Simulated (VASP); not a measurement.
# BN (pbe) (F-43m) in VASP: further runs

BN (pbe) is run at these levels: PBE; tasks: single point, relaxation of cell and atoms.

Everything below comes from runs of VASP 6.6.1. Logs are shortened: lines on timing, memory, paths and dates and some standing lists are left out, and cuts for length are marked.

**Experimental background.**

From a printed reference work, monograph, for a bulk crystal of BN at 300 K: band gap 6.4 eV (indirect).

The results are compared with them further down.

## 1. The cell of the first run

Symmetry: F-43m, No. 216, cubic system. The conventional cell has a = 3.625 Å, b = 3.625 Å, c = 3.625 Å, α = 90.00°, β = 90.00°, γ = 90.00°. Within 2.1 Å of B (site symmetry -43m) lie 4 N at 1.57 Å. N (site symmetry -43m) has 4 B at 1.57 Å within 2.1 Å.

## 2. Single point, PBE

INCAR reads:

```
SYSTEM = BN
ALGO = Normal
EDIFF = 1E-6
ENCUT = 600
GGA = PE
GGA_COMPAT = .FALSE.
ISIF = 2
ISMEAR = 0
LASPH = .TRUE.
LCHARG = .FALSE.
LREAL = .FALSE.
LWAVE = .FALSE.
NBANDS = 11
NELM = 120
PREC = Accurate
SIGMA = 0.02
```

KPOINTS reads:

```
k-points
0
G
  12 12 12
  0 0 0
```

POSCAR reads:

```
BN
1.0
    0.0000000000      1.8123266329      1.8123266329
    1.8123266329      0.0000000000      1.8123266329
    1.8123266329      1.8123266329      0.0000000000
B N
1 1
Direct
    0.0000000000      0.0000000000      0.0000000000
    0.7500000000      0.7500000000      0.7500000000
```

Potentials or basis: VASP PAW PBE potentials, release 64 (B, N).

Command:

```sh
$ cat potpaw_PBE.64/B/POTCAR potpaw_PBE.64/N/POTCAR > POTCAR
$ mpirun -np 1 vasp_std > vasp.out
```

OUTCAR:

```text
SYSTEM = BN
   EDIFF = 1E-6
   ENCUT = 600
   GGA = PE
   ISIF = 2
   ISMEAR = 0
   LASPH = .TRUE.
   LREAL = .FALSE.
   NELM = 120
   PREC = Accurate

 ion  position               nearest neighbor table
   1  0.000  0.000  0.000-   2 1.57   2 1.57   2 1.57   2 1.57
   2  0.750  0.750  0.750-   1 1.57   1 1.57   1 1.57   1 1.57

  LATTYP: Found a face centered cubic cell.
 ALAT       =     3.6246532658

  Lattice vectors:

 A1 = (   0.0000000000,   1.8123266329,   1.8123266329)
 A2 = (   1.8123266329,   0.0000000000,   1.8123266329)
 A3 = (   1.8123266329,   1.8123266329,   0.0000000000)

Analysis of symmetry for initial positions (statically):
=====================================================================
 Subroutine PRICEL returns:
 Original cell was already a primitive cell.

 Routine SETGRP: Setting up the symmetry group for a
 face centered cubic supercell.

 Subroutine GETGRP returns: Found 24 space group operations
 (whereof 24 operations were pure point group operations)
 out of a pool of 48 trial point group operations.

The static configuration has the point symmetry T_d .

Analysis of symmetry for dynamics (positions and initial velocities):
=====================================================================
 Subroutine PRICEL returns:
 Original cell was already a primitive cell.

 Routine SETGRP: Setting up the symmetry group for a
 face centered cubic supercell.

 Subroutine GETGRP returns: Found 24 space group operations
 (whereof 24 operations were pure point group operations)
 out of a pool of 48 trial point group operations.

The dynamic configuration has the point symmetry T_d .

 Subroutine INISYM returns: Found 24 space group operations
 (whereof 24 operations are pure point group operations),
 and found     1 'primitive' translations

----------------------------------------------------------------------------------------

                                     Primitive cell

  volume of cell :      11.9053

  direct lattice vectors                    reciprocal lattice vectors
     0.000000000  1.812326633  1.812326633    -0.275888458  0.275888458  0.275888458
     1.812326633  0.000000000  1.812326633     0.275888458 -0.275888458  0.275888458
     1.812326633  1.812326633  0.000000000     0.275888458  0.275888458 -0.275888458

  length of vectors
     2.563016904  2.563016904  2.563016904     0.477852826  0.477852826  0.477852826

  position of ions in fractional coordinates (direct lattice)
     0.000000000  0.000000000  0.000000000
     0.750000000  0.750000000  0.750000000

  ion indices of the primitive-cell ions
   primitive index   ion index
                 1           1
                 2           2

----------------------------------------------------------------------------------------

 KPOINTS: k-points

Automatic generation of k-mesh.
 Grid dimensions read from file:
 generate k-points for:   12   12   12

 Generating k-lattice:

  Cartesian coordinates                     Fractional coordinates (reciprocal lattice)
    -0.022990705  0.022990705  0.022990705     0.083333333  0.000000000  0.000000000
     0.022990705 -0.022990705  0.022990705     0.000000000  0.083333333  0.000000000
     0.022990705  0.022990705 -0.022990705     0.000000000  0.000000000  0.083333333

  Length of vectors
     0.039821069  0.039821069  0.039821069

  Shift w.r.t. Gamma in fractional coordinates (k-lattice)
     0.000000000  0.000000000  0.000000000

 Subroutine IBZKPT returns following result:
 ===========================================

 Found     72 irreducible k-points:

 Following reciprocal coordinates:
            Coordinates               Weight
  0.000000  0.000000  0.000000      1.000000
  0.083333  0.000000  0.000000      8.000000
  0.166667  0.000000  0.000000      8.000000
  0.250000  0.000000  0.000000      8.000000
  0.333333  0.000000  0.000000      8.000000
  0.416667  0.000000  0.000000      8.000000
[... 16 lines left out ...]
  0.500000  0.166667  0.000000     24.000000
 -0.416667  0.166667  0.000000     24.000000
 [... further k-points ...]
   k-points           NKPTS =     72   k-points in BZ     NKDIM =     72   number of bands    NBANDS=     11
   number of dos      NEDOS =    301   number of ions     NIONS =      2
   total plane-waves  NPLWV =   8000
   dimension x,y,z NGX =    20 NGY =   20 NGZ =   20
   dimension x,y,z NGXF=    40 NGYF=   40 NGZF=   40
   ions per type =               1   1
   NGX,Y,Z   is equivalent  to a cutoff of  12.97, 12.97, 12.97 a.u.
   NGXF,Y,Z  is equivalent  to a cutoff of  25.95, 25.95, 25.95 a.u.
 SYSTEM =  BN
   PREC   = accura    normal or accurate (medium, high low for compatibility)
   ISTART =      0    job   : 0-new  1-cont  2-samecut
   ICHARG =      2    charge: 1-file 2-atom 10-const
   ISPIN  =      1    spin polarized calculation?
   LNONCOLLINEAR =      F non collinear calculations
   LSORBIT =      F    spin-orbit coupling
   LASPH  =      T    aspherical Exc in radial PAW
   ENCUT  =  600.0 eV  44.10 Ry    6.64 a.u.   5.12  5.12  5.12*2*pi/ulx,y,z
   NELM   =    120;   NELMIN=  2; NELMDL= -5     # of ELM steps
   EDIFF  = 0.1E-05   stopping-criterion for ELM
   LREAL  =      F    real-space projection
   EDIFFG = 0.1E-04   stopping-criterion for IOM
   NSW    =      0    number of steps for IOM
   IBRION =     -1    ionic relax: 0-MD 1-quasi-New 2-CG
   NFREE  =      0    steps in history (QN), initial steepest desc. (CG)
   ISIF   =      2    stress and relaxation
   ISYM   =      2    0-nonsym 1-usesym 2-fastsym
   POTIM  = 0.5000    time-step for ionic-motion
   TEBEG  =    0.0;   TEEND  =   0.0 temperature during run
   PSTRESS=    0.0 pullay stress
   NELECT =       8.0000    total number of electrons
   NUPDOWN=      -1.0000    fix difference up-down
   EMIN   =  10.00;   EMAX   =-10.00  energy-range for DOS
   EFERMI =   0.00;   METHOD = LEGACY
   ISMEAR =     0;   SIGMA  =   0.02  broadening in eV -4-tet -1-fermi 0-gaus
   EFERMI_NEDOS =   21; number of points for ismear=-14 and -15
   IALGO  =     38    algorithm
   IMIX   =      4    mixing-type and parameters
     AMIX     =   0.40;   BMIX     =  1.00
     AMIX_MAG =   1.60;   BMIX_MAG =  1.00
  volume/ion in A,a.u.               =       5.95        40.17
  Fermi-wavevector in a.u.,A,eV,Ry     =   1.433920  2.709717 27.975313  2.056128
  Thomas-Fermi vector in A             =   2.553386
   LORBIT       =      0    0 simple, 1 ext, 2 COOP (PROOUT), +10 PAW based schemes
   GGA     = PE    functional components
   LHFCALC =     F    Hartree Fock is set to
   AEXX    =    0.0000 exact exchange contribution
   IVDW    =     0    specifies the selected vdW correction
   LEPSILON=     F    determine dielectric tensor
   LRPA    =     F    only Hartree local field effects (RPA)
 non-spin polarized calculation
 Gauss-broadening in eV      SIGMA  =   0.02
  energy-cutoff  :      600.00
  volume of cell :       11.91
 maximum number of plane-waves:       415
   NGX = 11   NGY = 11   NGZ = 11

 number of electron       7.9999999 magnetization

 Free energy of the ion-electron system (eV)
  ---------------------------------------------------
  ext. energy  EPLUGINS =         0.00000000
  ---------------------------------------------------
  free energy    TOTEN  =       -17.45462959 eV

  energy without entropy =      -17.45462959  energy(sigma->0) =      -17.45462959

 E-fermi :   7.4059     XC(G=0): -12.7827

 val. band max:        7.3043165461   @ k =   0.0000   0.0000   0.0000
 cond. band min:      11.7552894607   @ k =   0.5000   0.5000   0.0000
 fundamental gap:      4.4509729146
 Fermi energy:         7.4058778964

 k-point     1 :       0.0000    0.0000    0.0000
  band No.  band energies     occupation
      1     -12.8358      2.00000
      2       7.3043      2.00000
      3       7.3043      2.00000
      4       7.3043      2.00000
      5      16.0860      0.00000
      6      16.0860      0.00000
      7      16.0860      0.00000
      8      17.5245      0.00000
      9      31.9066      0.00000
     10      34.9734      0.00000
     11      34.9734      0.00000

 k-point     2 :       0.0833    0.0000    0.0000
  band No.  band energies     occupation
      1     -12.6678      2.00000
      2       6.3969      2.00000
      3       7.1253      2.00000
      4       7.1253      2.00000
      5      16.2841      0.00000
      6      16.3578      0.00000
      7      16.3578      0.00000
      8      18.0942      0.00000
      9      31.7205      0.00000
     10      32.7789      0.00000
     11      32.7789      0.00000

 k-point     3 :       0.1667    0.0000    0.0000
  band No.  band energies     occupation
      1     -12.1705      2.00000
      2       4.3089      2.00000
      3       6.6894      2.00000
      4       6.6894      2.00000
      5      16.5799      0.00000
      6      16.9896      0.00000
      7      16.9896      0.00000
      8      19.4304      0.00000
      9      31.1949      0.00000
     10      31.2326      0.00000
     11      31.2326      0.00000

 k-point     4 :       0.2500    0.0000    0.0000
  band No.  band energies     occupation
      1     -11.3674      2.00000
      2       1.8576      2.00000
      3       6.1857      2.00000
      4       6.1857      2.00000
      5      16.8673      0.00000
      6      17.5946      0.00000
      7      17.5946      0.00000
      8      20.7697      0.00000
      9      30.6529      0.00000
     10      30.8282      0.00000
     11      30.8282      0.00000
[... 239 lines left out ...]
 k-point    22 :       0.4167    0.1667    0.0000
  band No.  band energies     occupation
      1      -9.4336      2.00000
      2      -0.8197      2.00000
      3       4.1887      2.00000
      4       4.3738      2.00000
      5      15.7705      0.00000
      6      19.6282      0.00000
      7      20.1195      0.00000
      8      20.9881      0.00000
      9      27.5986      0.00000
     10      33.3815      0.00000
     11      35.5955      0.00000

 k-point    23 :       0.5000    0.1667    0.0000
  band No.  band energies     occupation
      1      -8.4785      2.00000
      2      -2.3597      2.00000
      3       3.6071      2.00000
      4       4.4456      2.00000
      5      16.1264      0.00000
      6      19.5584      0.00000
      7      19.8797      0.00000
      8      22.2814      0.00000
      9      27.9728      0.00000
     10      33.5536      0.00000
     11      34.7997      0.00000

 k-point    24 :      -0.4167    0.1667    0.0000
  band No.  band energies     occupation
      1      -8.2964      2.00000
      2      -2.6247      2.00000
      3       3.2081      2.00000
      4       4.7579      2.00000
      5      16.5770      0.00000
      6      19.4113      0.00000
      7      19.4872      0.00000
      8      22.8904      0.00000
      9      28.2595      0.00000
     10      32.5558      0.00000
     11      33.8240      0.00000

 [... further k-points ...]

------------------------ aborting loop because EDIFF is reached ----------------------------------------

  FORCE on cell =-STRESS in cart. coord.  units (eV):
  Direction    XX          YY          ZZ          XY          YZ          ZX
  --------------------------------------------------------------------------------------
  -------------------------------------------------------------------------------------
  Total       -0.0015178     -0.0015178     -0.0015178      0.0000000      0.0000000     -0.0000000
  in kB       -0.2042671     -0.2042671     -0.2042671      0.0000000      0.0000000     -0.0000000
  external PRESSURE =      -0.2042671 kB  Pullay stress =       0.0000000 kB

 VOLUME and BASIS-vectors are now :
 -----------------------------------------------------------------------------
  energy-cutoff  :      600.00
  volume of cell :       11.91
      direct lattice vectors                 reciprocal lattice vectors
     0.000000000  1.812326633  1.812326633    -0.275888458  0.275888458  0.275888458
     1.812326633  0.000000000  1.812326633     0.275888458 -0.275888458  0.275888458
     1.812326633  1.812326633  0.000000000     0.275888458  0.275888458 -0.275888458

 POSITION                                       TOTAL-FORCE (eV/Angst)
 -----------------------------------------------------------------------------------
      0.00000      0.00000      0.00000        -0.000000     -0.000000     -0.000000
      2.71849      2.71849      2.71849         0.000000      0.000000      0.000000
 -----------------------------------------------------------------------------------
    total drift:                               -0.000000     -0.000000     -0.000000

  FREE ENERGIE OF THE ION-ELECTRON SYSTEM (eV)
  ---------------------------------------------------
  free  energy   TOTEN  =       -17.4546295904 eV

  energy  without entropy=      -17.4546295904  energy(sigma->0) =      -17.45462959
```

Wall time 5.5 s (1 thread of Intel Xeon Platinum 8488C (Sapphire Rapids), shared host); peak memory 0.12 GiB.

What came out:

| Quantity | Value |
| --- | --- |
| Free energy | -17.4546 eV |
| Pressure | 0.0 GPa |
| Band gap on the k mesh | 4.45 eV, indirect (least direct gap 8.78 eV) |

(Continued in part 2 of 2.)
